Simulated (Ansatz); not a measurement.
Computed with DFT PBE, scalar-relativistic, plane waves, PAW (Ansatz 0.2.0). All cells share a 420 eV cutoff and Γ-centred k meshes spaced at most about 0.3 Å⁻¹ (2π included). No spin polarisation.

Each guess is relaxed in cell and atoms at zero pressure, on a coarse mesh first where it starts far from rest and then on a converged one. The steps can't lower the symmetry of the start, but it can rise. Energies are static (0 K, no zero-point motion).

This guess for LiH isn't its lowest structure:

```
CELL_PARAMETERS angstrom
2.46092 0.00000 0.00000
0.00000 2.46092 0.00000
0.00000 0.00000 3.31245
ATOMIC_POSITIONS crystal
Li 0.50000 0.50000 0.50000
H 0.00000 0.00000 0.00000
```

Problem. Where does the relaxation end?

Solution. P4/mmm at 10.0 Å³/atom → Pm-3m (caesium chloride type) at 7.9 Å³/atom. Conventional cell: a = 2.507 Å. Li has 8 H at 2.17 Å and 6 Li at 2.51 Å; around H lie 8 Li at 2.17 Å and 6 H at 2.51 Å.

```yaml
crystal:
  lattice:
    - [2.50699, 0.00000, 0.00000]
    - [0.00000, 2.50699, 0.00000]
    - [0.00000, 0.00000, 2.50699]
  atoms:
    - { symbol: Li, position: [0.50000, 0.50000, 0.50000] }
    - { symbol: H, position: [0.00000, 0.00000, 0.00000] }
```

Problem. How far does this end lie above the lowest form of LiH relaxed in the same way, and what is that form?

Solution. It lies 234 meV/atom above the lowest of the 7 forms computed, a structure that the Crystallography Open Database (COD) lists, of the rock salt type. Space group Fm-3m (No. 225), cubic, a = 4.008 Å. Li has 6 H at 2.00 Å; H is surrounded by 6 Li at 2.00 Å. That form has 8.0 Å³/atom and a gap of 2.98 eV on its mesh; the guess's end has 0.71 eV. Counting H atoms around Li (those within 1.25 times the shortest such distance or 1.15 times the sum of covalent radii), the guess's end has Li 8 and the lowest form has Li 6. Shaken at random and relaxed again, the guess's end falls into a cell with the nickel arsenide type, space group P6_3/mmc (No. 194), 181 meV/atom lower, so it is a saddle point or a shallow minimum.

Kohn–Sham gaps at this level usually fall short of measured ones. With hydrogen, zero-point motion can shift such differences by 10 meV/atom or more. Some types were kept out of the candidates beforehand, so the set may lack a known form.
